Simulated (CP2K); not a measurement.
## Pt under changes of volume

One of the cells (15.080 Å³/atom); the others are scaled copies at fixed shape and fractional positions:

```xyz
1
Lattice="2.7731 0.0000 0.0000 1.3866 2.4016 0.0000 1.3866 0.8005 2.2643" Properties=species:S:1:pos:R:3 pbc="T T T"
Pt    0.0000    0.0000    0.0000
```

```yaml
Program: CP2K 2026.2
Functional: LDA
Potentials_or_basis: GTH_POTENTIALS Pt GTH-PADE-q18; TZVP-MOLOPT-PBE-GTH basis
Density_cutoff: 6123 eV
k_mesh: 12 × 12 × 12
Occupations: fermi-dirac, width 0.01 eV
Spin: no spin polarisation
```

```csv
volume (Å³/atom),energy over the lowest point (meV/atom),pressure (GPa)
14.175,0.00,-0.4
14.477,9.07,-9.0
14.778,?,?
15.080,71.24,-23.3
15.381,120.79,-29.2
15.683,180.72,-34.4
15.985,249.72,-38.8
```

**Question.** What does the run at 14.778 Å³/atom give?

**Answer.** Energy over the lowest point 33.46 meV/atom; pressure -16.6 GPa.

Worked out: A Birch-Murnaghan fit of order 3 (a polynomial in V^(-2/3)) to the other rows has its minimum at 14.16 Å³/atom, just outside them, with B0 = V·E''(V) = 438 GPa and B' = 5.2. It gives 33.39 meV/atom at 14.778 Å³/atom, against the run's 33.46, and -dE/dV = -16.7 GPa, against -16.6.

Energies are extrapolated to zero smearing.

Caveats: the basis of atomic orbitals isn't converged, which shifts pressures, moduli and gaps.
